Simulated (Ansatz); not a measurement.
TaS2 under changes of volume

One of the cells (18.984 Å³/atom); the others are scaled copies at fixed shape and fractional positions:

```xyz
3
Lattice="3.3500 0.0000 0.0000 -1.6750 2.9012 0.0000 0.0000 0.0000 5.8600" Properties=species:S:1:pos:R:3 pbc="T T T"
Ta    0.0000    0.0000    0.0000
S     1.6750    0.9671    4.3950
S     0.0000    1.9341    1.4650
```

```yaml
Program: Ansatz 0.2.0
Functional: PBEsol
Potentials_or_basis: Ansatz PAW
Cutoff: "420 eV (not typed: the program's choice for these potentials)"
k_mesh: 9 × 9 × 5
Occupations: fermi-dirac, width 0.05 eV
Spin: no spin polarisation
```

```tsv
volume (Å³/atom)	energy over the lowest point (meV/atom)	pressure (GPa)	largest force (eV/Å)
17.845	74.49	15.0	2.153
18.225	43.74	11.1	1.739
18.605	21.72	7.6	1.354
18.984	?	?	?
19.364	0.56	1.6	0.660
19.744	0.00	-1.0	0.348
20.123	5.27	-3.4	0.057
```

Problem. What does the run at 18.984 Å³/atom give?

Solution. Energy over the lowest point 7.58 meV/atom; pressure 4.4 GPa; largest force 0.995 eV/Å.

Worked out: A Birch-Murnaghan fit of order 3 (a polynomial in V^(-2/3)) to the other rows has its minimum at 19.59 Å³/atom with B0 = V·E''(V) = 132 GPa and B' = 4.1 at fixed shape and positions, which overstates the stiffness. It gives 7.59 meV/atom at 18.984 Å³/atom, against the run's 7.58, and -dE/dV = 4.4 GPa, against 4.4.

Energies are extrapolated to zero smearing.

Caveats: this functional lacks dispersion, which binds the layers, so the pressure and a relaxed spacing across them are unreliable; the PAW data sets come from PBE, with cores solved anew for the run's functional, which leaves a small shift of forces and pressure; forces of over 1 eV/Å show positions far from the minimum, so gaps and moduli don't describe the material at rest (some runs).
